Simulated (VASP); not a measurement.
# ZnO (zincite): single point with PBE

**The experiment to reproduce.**

“Electronic structure of alkaline earth and post-transition metal oxides”, 2009, arxiv:0908.1581 quotes, for a bulk crystal of ZnO: band gap 3.37 eV.

ZnO (zincite):

```
Zn O
1.0
     3.31304    0.00000    0.00000
    -1.65652    2.86917    0.00000
     0.00000    0.00000    5.30781
Zn O
2 2
Cartesian
  1.6565 0.9564 0.0000
  0.0000 1.9128 2.6539
  0.0000 1.9128 4.6656
  1.6565 0.9564 2.0117
```

* Program: VASP 6.6.1
* Task: single point
* Functional: PBE
* Potentials or basis: VASP PAW PBE potentials, release 64 (Zn, O)
* Cutoff: 520 eV
* k mesh: 9 × 9 × 5
* Occupations: fermi-dirac, width 0.05 eV
* Spin: no spin polarisation
* Dipole correction: no
* Further INCAR settings: ALGO = Normal; EDIFF = 1e-07; NBANDS = 26

```
Pressure               : -2.0 GPa
Largest force          : 0.054 eV/Å
Band gap on the k mesh : 0.70 eV, direct
```

Forces on the atoms (eV/Å):
```
Zn   0.000  0.000 -0.054
Zn   0.000  0.000 -0.054
O    0.000  0.000  0.054
O    0.000  0.000  0.054
```

Stress tensor (GPa, compression positive):
```
-2.52  0.00  0.00
 0.00 -2.52  0.00
 0.00  0.00 -1.04
```

Levels at points of the mesh, in eV from the valence-band top:
| k point | band 16 | band 17 | band 18 | band 19 | band 20 | band 21 |
| --- | --- | --- | --- | --- | --- | --- |
| (0.00, 0.00, 0.00) | -0.05 | 0.00 | 0.00 | 0.70 | 4.99 | 8.07 |

Wall time 58 s on 1 thread of Intel(R) Xeon(R) Platinum 8375C CPU @ 2.90GHz (Ice Lake), on a shared host, peak memory 0.18 GiB.

Measured gap of ZnO: 3.37 eV (quoted in “Electronic structure of alkaline earth and post-transition metal oxides”, 2009, arxiv:0908.1581). This calculation gives 0.70 eV (-2.67 eV). So large a miss can be the level of theory's own, or it may mean another phase, state or a wrong row. The value is that of PBE, without temperature or zero-point motion. Semilocal functionals fall short of measured gaps as a rule.
